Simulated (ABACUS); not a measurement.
Sc in ABACUS: the effect of functional

The system is Sc.

```
Sc
1.0
     3.33091    0.00000    0.00000
    -1.66546    2.88466    0.00000
     0.00000    0.00000    5.30822
Sc
2
Direct
  0.66667 0.33333 0.75000
  0.33333 0.66667 0.25000
```

The cell isn't the ideal one: volume scaled by 1.02.

Alike in all runs:

```yaml
Program: ABACUS 3.10.1
Task: equation of state
Potentials_or_basis: SG15 ONCV 1.2 PBE
Cutoff: 1075 eV
Density_cutoff: 4299 eV
Basis: plane waves
k_mesh: 6 × 6 × 4
Occupations: fermi-dirac, width 0.05 eV
Spin: no spin polarisation
```

```csv
functional,pressure (GPa)
LDA,-6.1
PBE,-1.7
PBEsol,-3.7
RPBE,0.3
revPBE,-0.2
TPSS,-1.9
r2SCAN,?
```

Task: What does the run with functional r2SCAN give?

Result: Pressure -1.1 GPa.

Caveats: all runs use coarse meshes; the potentials were made for another functional, which shifts forces and pressure (some runs).
